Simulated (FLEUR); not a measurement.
# C (P6_3/mmc) in FLEUR: a series of runs, part 3 of 3

FLEUR MaX-R8.1 (later development tree). Earlier steps stand in the parts before.

### 8 Equation of state, PBE, 6.01 Å³/atom (volume scaled by 1.06)

The COD entry that gives the cell may itself be a prediction, so a difference from it is no test against experiment.

inp.xml reads:

```xml
<?xml version="1.0" encoding="UTF-8" standalone="no"?>
<fleurInput fleurInputVersion="0.39">
   <comment>
      C                                                                                                   
   </comment>
   <calculationSetup>
      <cutoffs Kmax="3.5" Gmax="17.5" GmaxXC="17.5" numbands="0"/>
      <scfLoop itmax="60" minDistance="0.00001" maxIterBroyd="15" imix="Anderson" alpha="0.05" precondParam="0.0" spinf="2.0" sdNocoIR="T"/>
      <coreElectrons ctail="T" frcor="F" kcrel="0" coretail_lmax="0"/>
      <xcFunctional name="pbe" relativisticCorrections="F"/>
      <magnetism jspins="1"/>
      <soc l_soc="F" theta="0.0" phi="0.0" spav="F"/>
      <expertModes spex="0" secvar="F"/>
      <geometryOptimization l_f="F" forcealpha="1.0" forcemix="BFGS" epsdisp="0.00001" epsforce="0.00001"/>
      <ldaU l_linMix="F" mixParam="0.05" spinf="1.0"/>
   </calculationSetup>
   <cell>
      <bzIntegration valenceElectrons="32.0" mode="hist" fermiSmearingEnergy="0.00183747">
         <kPointListSelection listName="default-1"/>
         <!-- k-points included here -->
         <xi:include xmlns:xi="http://www.w3.org/2001/XInclude" href="kpts.xml"> </xi:include>
      </bzIntegration>
      <!-- symmetry operations included here -->
      <xi:include xmlns:xi="http://www.w3.org/2001/XInclude" href="sym.xml"> </xi:include>
      <bulkLattice scale="1.0196128224">
         <bravaisMatrix>
            <row-1>    4.7660782588536597     0.0000000000000000     0.0000000000000000</row-1>
            <row-2>   -2.3830391294268298     4.1275448486208255     0.0000000000000000</row-2>
            <row-3>    0.0000000000000000     0.0000000000000000    15.5658630609426591</row-3>
         </bravaisMatrix>
      </bulkLattice>
   </cell>
   <atomSpecies>
      <species name="Carbon (C)" element="C" atomicNumber="6">
         <mtSphere radius="1.31" gridPoints="447" logIncrement="0.023"/>
         <atomicCutoffs lmax="5" lnonsphr="3"/>
         <electronConfig flipSpins="F">
            <coreConfig>(1s1/2)</coreConfig>
            <valenceConfig>(2s1/2) (2p1/2) (2p3/2)</valenceConfig>
            <stateOccupation state="(2p1/2)" spinUp="0.333333" spinDown="0.333333"/>
            <stateOccupation state="(2p3/2)" spinUp="0.666667" spinDown="0.666667"/>
         </electronConfig>
         <energyParameters s="2" p="2" d="3" f="4"/>
         <lo type="SCLO" l="0" n="2" eDeriv="2"/>
         <lo type="SCLO" l="1" n="2" eDeriv="2"/>
         <lo type="SCLO" l="2" n="3" eDeriv="2"/>
      </species>
   </atomSpecies>
   <atomGroups>
      <atomGroup species="Carbon (C)">
         <relPos label="                   1">-1.000/3.000 1.000/3.000 -5.000/32.000</relPos>
         <relPos label="                   2">1.000/3.000 -1.000/3.000 11.000/32.000</relPos>
         <relPos label="                   3">-1.000/3.000 1.000/3.000 -11.000/32.000</relPos>
         <relPos label="                   4">1.000/3.000 -1.000/3.000 5.000/32.000</relPos>
         <force calculate="T" relaxXYZ="TTT"/>
      </atomGroup>
      <atomGroup species="Carbon (C)">
         <relPos label="                   5">.0000000000 .0000000000 -3.000/32.000</relPos>
         <relPos label="                   6">.0000000000 .0000000000 13.000/32.000</relPos>
         <relPos label="                   7">.0000000000 .0000000000 -13.000/32.000</relPos>
         <relPos label="                   8">.0000000000 .0000000000 3.000/32.000</relPos>
         <force calculate="T" relaxXYZ="TTT"/>
      </atomGroup>
   </atomGroups>
   <output dos="F" band="F" slice="F">
      <checks vchk="F" cdinf="F"/>
      <bandDOS minEnergy="-.5*Htr" maxEnergy="0.5*Htr" sigma="0.015" storeEVData="T"/>
      <vacuumDOS vacdos="F" integ="F" star="F" nstars="0" locx1="0.0" locy1="0.0" locx2="0.0" locy2="0.0" nstm="0" tworkf="0.0"/>
      <unfoldingBand unfoldBand="F" supercellX="1" supercellY="1" supercellZ="1"/>
      <plotting iplot="0" polar="F">
         <plot TwoD="T" vec1="  1.0  0.0  0.0" vec2="  0.0  1.0  0.0" vec3="  0.0  0.0  1.0" zero="  0.0  0.0  0.0" file="plot"/>
      </plotting>
      <chargeDensitySlicing numkpt="0" minEigenval="0.0" maxEigenval="0.0" nnne="0" pallst="F"/>
      <specialOutput eonly="F"/>
      <moessbauerParams electricFieldGradient="T" isomerShift="T" coreHyperfine="T" valenceHyperfine="T"/>
      <magneticCircularDichroism mcd="F" energyLo="-10.0" energyUp="0.0"/>
   </output>
  <!-- We include the file relax.xml here to enable relaxations (see documentation) -->
  <xi:include xmlns:xi="http://www.w3.org/2001/XInclude" href="relax.xml"> <xi:fallback/> </xi:include>
</fleurInput>
```

Command:

```sh
$ inpgen -f crystal.txt -profile veryFastHighL
$ # inp.xml edited to the form shown
$ fleur_MPI
```

Run time: 26 s. Hardware: 1 thread of Arm Neoverse V1, shared host; peak memory 0.09 GiB.

The run converged. Its results:

```
Free energy                                           : -8286.7859 eV
Band gap on the k mesh                                : 4.20 eV, indirect (least direct gap 5.11 eV)
Valence electrons inside the program's atomic spheres : C 1.85 (radii C 1.31 bohr)
```

Caveat: the plane-wave cutoff is short for the small spheres of the light atoms, so energies, forces and moduli aren't converged.

### 9 Equation of state, PBE

Potentials or basis: all-electron, FLAPW.

This step only gathers the single runs of the series.

Results:

* Equilibrium volume: 5.71 Å³/atom (rough: see the caveat)
* Bulk modulus at fixed shape and positions: 414 GPa (rough)

Energy against volume, from the lowest point:
```csv
volume (Å³/atom),energy (meV/atom)
5.332,36.30
5.445,14.20
5.672,0.00
5.899,4.02
6.012,17.36
```

Caveat: the fit is doubtful: noisy points or a state that changes with volume; small basis for a fit; the plane-wave cutoff is short for the small spheres of the light atoms, so energies, forces and moduli aren't converged; the cell was scaled at fixed shape and fractional positions, which overstates the stiffness of a crystal with free parameters, most of all of layers and chains.

### 10 The runs side by side

| task | gmax | muffin-tin radii | lmax | max iterations | mixing factor | kmax | gap on the mesh (eV) |
| --- | --- | --- | --- | --- | --- | --- | --- |
| band structure | 16.1 1/bohr | C 1.35 bohr | C 8 | 60 | 0.05 | 5.19 1/bohr | 4.42 |
| band structure | 17.5 1/bohr | C 1.35 bohr | C 5 | 60 | 0.05 | 3.5 1/bohr | 4.41 |
| equation of state | 17.5 1/bohr | C 1.31 bohr | C 5 | - | - | 3.5 1/bohr | - |

Alike in all rows: level PBE; potentials or basis all-electron, FLAPW; no spin polarisation; cell as given; k mesh 12 × 12 × 4; smearing fermi-dirac 0.05 eV.

Caveats: the plane-wave cutoff is short for the small spheres of the light atoms, so energies, forces and moduli aren't converged (some runs); the fit is doubtful: noisy points or a state that changes with volume (some runs); small basis for a fit (some runs); the cell was scaled at fixed shape and fractional positions, which overstates the stiffness of a crystal with free parameters, most of all of layers and chains (some runs).

Compare energies only between runs with the same functional and basis.
